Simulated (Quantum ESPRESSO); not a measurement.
The system is CdSe.

```
Cd Se
1.0
     0.00000    3.07027    3.07027
     3.07027    0.00000    3.07027
     3.07027    3.07027    0.00000
Cd Se
1 1
Direct
  0.00000 0.00000 0.00000
  0.25000 0.25000 0.25000
```

Measurements of this composition are mostly on another form, of space group No. 186.

- Program: Quantum ESPRESSO 7.5
- Task: phonons
- Functional: revPBE
- Potentials or basis: GBRV 1.5 PBE
- Cutoff: 612 eV
- Density cutoff: 4898 eV
- k mesh: 6 × 6 × 6, shifted
- Occupations: fermi-dirac, width 0.05 eV
- Spin: no spin polarisation
- Mixing beta: 0.5
- Most SCF iterations: 120
- SCF threshold: 4e-10 Ry

The cell and the atoms were relaxed first, to 30.77 Å³/atom (a = 4.432 Å, b = 4.432 Å, c = 4.432 Å, α = 60.00°, β = 60.00°, γ = 60.00°), and the response was taken there.

The first run showed a gap, so the response started from a second, tighter run with fixed occupations.

How polar is the lattice: what are the Born charges, the two dielectric constants and the LO-TO splitting?

Born charges ±2.36 e; dielectric constants 7.71 (electrons alone) and 12.14 (static); transverse and longitudinal modes at 147 and 185 cm⁻¹.

Caveat: the mesh is thin for the dielectric tensor, Born charges and intensities, which usually come out too large; the potentials were made for another functional, which shifts forces and pressure.
